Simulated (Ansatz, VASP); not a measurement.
One calculation of WC, two programs

```xyz
2
Lattice="0.0000 2.4638 2.4638 2.4638 0.0000 2.4638 2.4638 2.4638 0.0000" Properties=species:S:1:pos:R:3 pbc="T T T"
W     0.0000    0.0000    0.0000
C     3.6957    3.6957    3.6957
```

Change from the starting cell: species swapped into the HgS type (F-43m, No. 216).

Alike in both runs: task single point; functional PBE; k mesh 6 × 6 × 6; occupations gaussian, width 0.1 eV; no spin polarisation.

|  | VASP | Ansatz |
| --- | --- | --- |
| version | VASP 6.6.1 | Ansatz 0.2.0 |
| potentials or method | VASP PAW PBE potentials, release 64 (W_sv, C) | scalar-relativistic, plane waves, PAW |
| plane-wave cutoff (eV) | 520 | 420 |
| valence electrons in the cell | 18 | 18 |

VASP gave:

- gap on the k mesh at the Fermi level (eV): none
- pressure (GPa): -27.4

Estimate Ansatz's values.

gap on the k mesh at the Fermi level (eV): none; pressure (GPa): -27.7.

A gap of «none» marks a metal or a gap that the smearing closes. The functional is the same, so the differences come from potentials, cutoffs and numerics.

Caveats: the k mesh is coarse (spacing up to 0.37 Å⁻¹), so the values aren't converged; so large a pressure means that the cell lies far from this level's equilibrium, or that cutoff or potentials fall short (VASP). Spin-orbit coupling is left out, which matters for the levels of W.
